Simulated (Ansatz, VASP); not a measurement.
# HfB3: VASP beside Ansatz

```
Hf B
1.0
     4.34751    0.00000    0.00000
     0.00000    4.34751    0.00000
     0.00000    0.00000    4.34751
Hf B
2 6
Direct
  0.00000 0.00000 0.00000
  0.50000 0.50000 0.50000
  0.25000 0.00000 0.50000
  0.75000 0.00000 0.50000
  0.00000 0.50000 0.25000
  0.00000 0.50000 0.75000
  0.50000 0.75000 0.00000
  0.50000 0.25000 0.00000
```

Change from the starting cell: species swapped into the AlV3 type (Pm-3n, No. 223).

Alike in both runs: functional PBE; k mesh 10 × 10 × 10; occupations gaussian, width 0.1 eV; no spin polarisation.

Ansatz relaxed the structure, and its values are those at the end. VASP's run is a single point on that final structure, the one shown.

```csv
,VASP,Ansatz
version,VASP 6.6.1,Ansatz 0.2.0
potentials or method,"VASP PAW PBE potentials, release 64 (Hf_pv, B)","scalar-relativistic, plane waves, PAW"
plane-wave cutoff (eV),520,420
valence electrons in the cell,38,70
```

```tsv
	VASP	Ansatz	Ansatz less VASP
gap on the k mesh at the Fermi level (eV)	none	none	-
pressure (GPa)	0.7	0.0	-0.61
```

A gap of «none» marks a metal or a gap that the smearing closes. The two sets of potentials don't hold the same shells in valence.

Spin-orbit coupling is left out, which matters for the levels of Hf.
